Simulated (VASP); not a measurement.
# AlO (Pm-3m) in VASP: notebook

The runs below take AlO through relaxation of cell and atoms, with r2SCAN, SCAN.

Program: VASP 6.6.1. These are calculated values, not measurements. Logs are shortened: lines on timing, memory, paths and dates and some standing lists are left out, and cuts for length are marked.

### 1 The crystal as given

Symmetry: Pm-3m, No. 221, cubic system. The conventional cell has a = 2.769 Å, b = 2.769 Å, c = 2.769 Å, α = 90.00°, β = 90.00°, γ = 90.00°. Al (site symmetry m-3m) is surrounded by 8 O at 2.40 Å. O (site symmetry m-3m) has 8 Al at 2.40 Å as nearest neighbours.

The cell was built by a generator and needn't be a form met in nature.

### 2 Relaxation of cell and atoms, r2SCAN

INCAR

```
PREC = Accurate
ENCUT = 600
EDIFF = 1E-7
ISMEAR = 0
SIGMA = 0.05
LREAL = False
LASPH = True
NELM = 100
ALGO = Normal
ISIF = 3
LWAVE = False
LCHARG = False
METAGGA = R2SCAN
LMIXTAU = True
IBRION = 2
NSW = 40
EDIFFG = -0.01
```

KPOINTS

```
Automatic mesh
0
Gamma
  10 10 10
```

POSCAR

```
AlO
1.0
    2.7691900000      0.0000000000      0.0000000000
    0.0000000000      2.7691900000      0.0000000000
    0.0000000000      0.0000000000      2.7691900000
Al O
1 1
Direct
    0.5000000000      0.5000000000      0.5000000000
    0.0000000000      0.0000000000      0.0000000000
```

Potentials or basis: VASP PAW PBE potentials, release 64 (Al, O).

Command:

```sh
> cat potpaw_PBE.64/Al/POTCAR potpaw_PBE.64/O/POTCAR > POTCAR
> mpirun -np 1 vasp_std > vasp.out
```

OUTCAR:

```text
PREC = Accurate
   ENCUT = 600
   EDIFF = 1E-7
   ISMEAR = 0
   LREAL = False
   LASPH = True
   NELM = 100
   ISIF = 3
   METAGGA = R2SCAN
   IBRION = 2
   NSW = 40
   EDIFFG = -0.01

 ion  position               nearest neighbor table
   1  0.500  0.500  0.500-   2 2.40   2 2.40   2 2.40   2 2.40   2 2.40   2 2.40   2 2.40   2 2.40

   2  0.000  0.000  0.000-   1 2.40   1 2.40   1 2.40   1 2.40   1 2.40   1 2.40   1 2.40   1 2.40

  LATTYP: Found a simple cubic cell.
 ALAT       =     2.7691900000

  Lattice vectors:

 A1 = (   2.7691900000,   0.0000000000,   0.0000000000)
 A2 = (   0.0000000000,   2.7691900000,   0.0000000000)
 A3 = (   0.0000000000,   0.0000000000,   2.7691900000)

Analysis of symmetry for initial positions (statically):
=====================================================================
 Subroutine PRICEL returns:
 Original cell was already a primitive cell.

 Routine SETGRP: Setting up the symmetry group for a
 simple cubic supercell.

 Subroutine GETGRP returns: Found 48 space group operations
 (whereof 48 operations were pure point group operations)
 out of a pool of 48 trial point group operations.

The static configuration has the point symmetry O_h .

Analysis of symmetry for dynamics (positions and initial velocities):
=====================================================================
 Subroutine PRICEL returns:
 Original cell was already a primitive cell.

 Routine SETGRP: Setting up the symmetry group for a
 simple cubic supercell.

 Subroutine GETGRP returns: Found 48 space group operations
 (whereof 48 operations were pure point group operations)
 out of a pool of 48 trial point group operations.

The dynamic configuration has the point symmetry O_h .

 Subroutine INISYM returns: Found 48 space group operations
 (whereof 48 operations are pure point group operations),
 and found     1 'primitive' translations

----------------------------------------------------------------------------------------

                                     Primitive cell

  volume of cell :      21.2353

  direct lattice vectors                    reciprocal lattice vectors
     2.769190000  0.000000000  0.000000000     0.361116428  0.000000000  0.000000000
     0.000000000  2.769190000  0.000000000     0.000000000  0.361116428  0.000000000
     0.000000000  0.000000000  2.769190000     0.000000000  0.000000000  0.361116428

  length of vectors
     2.769190000  2.769190000  2.769190000     0.361116428  0.361116428  0.361116428

  position of ions in fractional coordinates (direct lattice)
     0.500000000  0.500000000  0.500000000
     0.000000000  0.000000000  0.000000000
[... 89 lines left out ...]
   NUPDOWN=      -1.0000    fix difference up-down
   EMIN   =  10.00;   EMAX   =-10.00  energy-range for DOS
   EFERMI =   0.00;   METHOD = LEGACY
   ISMEAR =     0;   SIGMA  =   0.05  broadening in eV -4-tet -1-fermi 0-gaus
   EFERMI_NEDOS =   21; number of points for ismear=-14 and -15
   IALGO  =     38    algorithm
   IMIX   =      4    mixing-type and parameters
     AMIX     =   0.40;   BMIX     =  1.00
     AMIX_MAG =   1.60;   BMIX_MAG =  1.00
  volume/ion in A,a.u.               =      10.62        71.65
  Fermi-wavevector in a.u.,A,eV,Ry     =   1.229711  2.323816 20.574569  1.512188
  Thomas-Fermi vector in A             =   2.364587
   LORBIT       =      0    0 simple, 1 ext, 2 COOP (PROOUT), +10 PAW based schemes
   METAGGA = R2SCAN    functional components
   LHFCALC =     F    Hartree Fock is set to
   AEXX    =    0.0000 exact exchange contribution
   IVDW    =     0    specifies the selected vdW correction
   LEPSILON=     F    determine dielectric tensor
   LRPA    =     F    only Hartree local field effects (RPA)
 conjugate gradient relaxation of ions
 non-spin polarized calculation
 Gauss-broadening in eV      SIGMA  =   0.05
  energy-cutoff  :      600.00
  volume of cell :       21.24
 maximum number of plane-waves:       739
 NGX is ok and might be reduce to    24
   NGX = 11   NGY = 11   NGZ = 11

--------------------------------------- Ionic step        1  -------------------------------------------

 number of electron       8.9999998 magnetization

 Free energy of the ion-electron system (eV)
  ---------------------------------------------------
  ext. energy  EPLUGINS =         0.00000000
  ---------------------------------------------------
  free energy    TOTEN  =       -13.87145255 eV

  energy without entropy =      -13.86888404  energy(sigma->0) =      -13.87016830

------------------------ aborting loop because EDIFF is reached ----------------------------------------

  FORCE on cell =-STRESS in cart. coord.  units (eV):
  Direction    XX          YY          ZZ          XY          YZ          ZX
  --------------------------------------------------------------------------------------
  -------------------------------------------------------------------------------------
  Total       -0.5912646     -0.5912646     -0.5912646      0.0000000      0.0000000     -0.0000000
  in kB      -44.6102002    -44.6102002    -44.6102002      0.0000000      0.0000000     -0.0000000
  external PRESSURE =     -44.6102002 kB  Pullay stress =       0.0000000 kB
[... 23 lines left out ...]
--------------------------------------- Ionic step        2  -------------------------------------------

 number of electron       8.9999996 magnetization

 E-fermi :  10.0674     XC(G=0): -12.1217

 val. band max:       10.0444939536   @ k =   0.4000   0.3000   0.1000
 cond. band min:      10.0768660904   @ k =   0.5000   0.3000   0.2000
 fundamental gap:      0.0323721368
 Fermi energy:        10.0673595002

 k-point     1 :       0.0000    0.0000    0.0000
  band No.  band energies     occupation
      1     -13.1309      2.00000
      2       4.8381      2.00000
      3       4.8381      2.00000
      4       4.8381      2.00000
      5       4.9608      2.00000
      6      15.7435      0.00000
      7      15.7435      0.00000
      8      22.2763      0.00000
[... 288 lines left out ...]
--------------------------------------- Ionic step        3  -------------------------------------------

 number of electron       8.9999996 magnetization

 Free energy of the ion-electron system (eV)
  ---------------------------------------------------
  ext. energy  EPLUGINS =         0.00000000
  ---------------------------------------------------
  free energy    TOTEN  =       -13.88157649 eV

  energy without entropy =      -13.87932237  energy(sigma->0) =      -13.88044943

 E-fermi :   9.9227     XC(G=0): -12.0779

 val. band max:        9.9193039595   @ k =   0.5000   0.5000   0.4000
 cond. band min:       9.9328373698   @ k =   0.5000   0.3000   0.2000
 fundamental gap:      0.0135334103
 Fermi energy:         9.9226929694

 k-point     1 :       0.0000    0.0000    0.0000
  band No.  band energies     occupation
      1     -13.1631      2.00000
      2       4.7587      2.00000
      3       4.7587      2.00000
      4       4.7587      2.00000
      5       4.8022      2.00000
      6      15.6340      0.00000
      7      15.6340      0.00000
      8      22.0475      0.00000
[... 282 lines left out ...]
  FREE ENERGIE OF THE ION-ELECTRON SYSTEM (eV)
  ---------------------------------------------------
  free  energy   TOTEN  =       -13.8815764884 eV

  energy  without entropy=      -13.8793223737  energy(sigma->0) =      -13.88044943

 reached required accuracy - stopping structural energy minimisation
```

OSZICAR:

```text
N       E                     dE             d eps       ncg     rms          rms(c)
DAV:   1     0.114151478622E+02    0.11415E+02   -0.45428E+03   904   0.108E+03
DAV:   2    -0.175297144452E+02   -0.28945E+02   -0.27642E+02  1216   0.140E+02
DAV:   3    -0.180298058048E+02   -0.50009E+00   -0.49951E+00  1144   0.229E+01
[... 35 lines left out ...]
DAV:   6    -0.138815769409E+02   -0.70127E-04   -0.34914E-05   928   0.744E-02    0.634E-03
DAV:   7    -0.138815763487E+02    0.59225E-06   -0.26775E-06   960   0.211E-02    0.345E-03
DAV:   8    -0.138815765544E+02   -0.20573E-06   -0.72073E-07   936   0.953E-03    0.136E-03
DAV:   9    -0.138815764275E+02    0.12693E-06   -0.65493E-08   464   0.372E-03    0.288E-04
DAV:  10    -0.138815764884E+02   -0.60966E-07   -0.24846E-08   472   0.199E-03
   3 F= -.13881576E+02 E0= -.13880449E+02  d E =-.101239E-01
```

CONTCAR:

```text
AlO
   1.00000000000000
     2.7379480914026577    0.0000000000000000   -0.0000000000000000
     0.0000000000000000    2.7379480914026577    0.0000000000000000
     0.0000000000000000    0.0000000000000000    2.7379480914026577
  Al              O
     1     1
Direct
     0.5000000000000000    0.5000000000000000    0.5000000000000000
     0.0000000000000000    0.0000000000000000    0.0000000000000000

  0.00000000E+00  0.00000000E+00  0.00000000E+00
  0.00000000E+00  0.00000000E+00  0.00000000E+00
```

It took 77 s on 1 thread of Intel Xeon Platinum 8259CL at 2.50GHz (Skylake/Cascade Lake), shared host; peak memory 0.14 GiB.

What came out:

| Property | Result |
| --- | --- |
| Free energy | -13.8816 eV |
| Relaxed volume | 10.26 Å³/atom |
| Relaxed cell | a = 2.738 Å, b = 2.738 Å, c = 2.738 Å, α = 90.00°, β = 90.00°, γ = 90.00° |
| Space group after relaxing (to 0.05 Å) | Pm-3m (No. 221) |
| Energy gained by relaxing | 5.1 meV/atom |
| Ionic steps | 3 |
| Pressure after relaxing | 0.0 GPa |
| Band gap on the k mesh | none (metal or under the smearing width) |

Step by step:
```csv
step,energy change (eV),largest force (eV/Å),pressure (GPa),volume (Å³)
1,0.0000,0.0000,-4.46,21.24
2,-0.0094,0.0000,1.28,20.34
3,-0.0101,0.0000,-0.01,20.52
```

Final structure:
```
Al O
1.0
     2.73795    0.00000    0.00000
     0.00000    2.73795    0.00000
     0.00000    0.00000    2.73795
Al O
1 1
Direct
  0.50000 0.50000 0.50000
  0.00000 0.00000 0.00000
```

Caveat: the PAW data sets were made with another functional, which shifts forces and pressure a little; an odd number of electrons without spin polarisation forces a metal; a magnetic or distorted state may lie lower.

### 3 Relaxation of cell and atoms, SCAN

INCAR

```
PREC = Accurate ; ENCUT = 600
EDIFF = 1E-6 ; ISMEAR = 0
SIGMA = 0.05 ; LREAL = F
LASPH = T ; NELM = 100
ALGO = Normal ; ISIF = 3
LWAVE = F ; LCHARG = F
METAGGA = SCAN ; LMIXTAU = T
IBRION = 2 ; NSW = 60
EDIFFG = -0.01
```

KPOINTS

```
regular mesh
0
Gamma
  10 10 10
```

POSCAR is that of step 2.

Potentials or basis: VASP PAW PBE potentials, release 64 (Al, O).

Command:

```sh
> cat potpaw_PBE.64/Al/POTCAR potpaw_PBE.64/O/POTCAR > POTCAR
> mpirun -np 1 vasp_std > vasp.out
```

It took 79 s on 1 thread of Intel Xeon Platinum 8259CL at 2.50GHz (Skylake/Cascade Lake), shared host; peak memory 0.14 GiB.

The run converged. Its results:

* Free energy: -15.2901 eV
* Relaxed volume: 10.22 Å³/atom
* Relaxed cell: a = 2.734 Å, b = 2.734 Å, c = 2.734 Å, α = 90.00°, β = 90.00°, γ = 90.00°
* Space group after relaxing (to 0.05 Å): Pm-3m (No. 221)
* Energy gained by relaxing: 6.5 meV/atom
* Ionic steps: 3
* Pressure after relaxing: 0.0 GPa
* Band gap on the k mesh: none (metal or under the smearing width)

The path:
| step | energy change (eV) | largest force (eV/Å) | pressure (GPa) | volume (Å³) |
| --- | --- | --- | --- | --- |
| 1 | 0.0000 | 0.0000 | -5.03 | 21.24 |
| 2 | -0.0121 | 0.0000 | 1.44 | 20.23 |
| 3 | -0.0130 | 0.0000 | 0.00 | 20.43 |

Final structure:
```
Al O
1.0
     2.73375    0.00000    0.00000
     0.00000    2.73375    0.00000
     0.00000    0.00000    2.73375
Al O
1 1
Direct
  0.50000 0.50000 0.50000
  0.00000 0.00000 0.00000
```

Levels at points of the mesh, in eV from the Fermi level:
| k point | band 2 | band 3 | band 4 | band 5 | band 6 | band 7 | band 8 |
| --- | --- | --- | --- | --- | --- | --- | --- |
| (0.00, 0.00, 0.00) | -5.18 | -5.12 | -5.12 | -5.12 | 5.73 | 5.73 | 12.17 |
| (0.50, 0.00, 0.00) | -11.26 | -4.51 | -4.51 | 0.10 | 2.49 | 8.86 | 10.47 |
| (0.50, 0.50, 0.00) | -8.92 | -8.92 | -3.97 | -2.54 | 5.33 | 5.33 | 8.58 |
| (0.50, 0.50, 0.50) | -7.26 | -7.26 | -7.26 | 0.47 | 0.47 | 0.47 | 5.52 |

Caveat: the PAW data sets were made with another functional, which shifts forces and pressure a little; an odd number of electrons without spin polarisation forces a metal; a magnetic or distorted state may lie lower.

### 4 For comparison

An earlier run on the cell as given: functional PBE; potentials or basis VASP PAW PBE potentials, release 64 (Al, O); cutoff 520 eV; k mesh 10 × 10 × 10; occupations fermi-dirac, width 0.05 eV; no spin polarisation.

* Pressure: -0.1 GPa
* Band gap on the k mesh: none (metal or under the smearing width)

### 5 The runs side by side

| task | level | cell | cutoff (eV) | smearing | gap on the mesh (eV) | pressure (GPa) | relaxed volume (Å³/atom) |
| --- | --- | --- | --- | --- | --- | --- | --- |
| relaxation of cell and atoms | r2SCAN | relaxed | 600 | gaussian 0.05 eV | none | 0.0 | 10.26 |
| relaxation of cell and atoms | SCAN | relaxed | 600 | gaussian 0.05 eV | none | 0.0 | 10.22 |
| single point | PBE | as given | 520 | fermi-dirac 0.05 eV | none | -0.1 | - |

Alike in all rows: potentials or basis VASP PAW PBE potentials, release 64 (Al, O); no spin polarisation; k mesh 10 × 10 × 10.

Caveats: an odd number of electrons without spin polarisation forces a metal; a magnetic or distorted state may lie lower; the PAW data sets were made with another functional, which shifts forces and pressure a little (some runs).

Absolute energies hang on the potentials; compare differences alone.
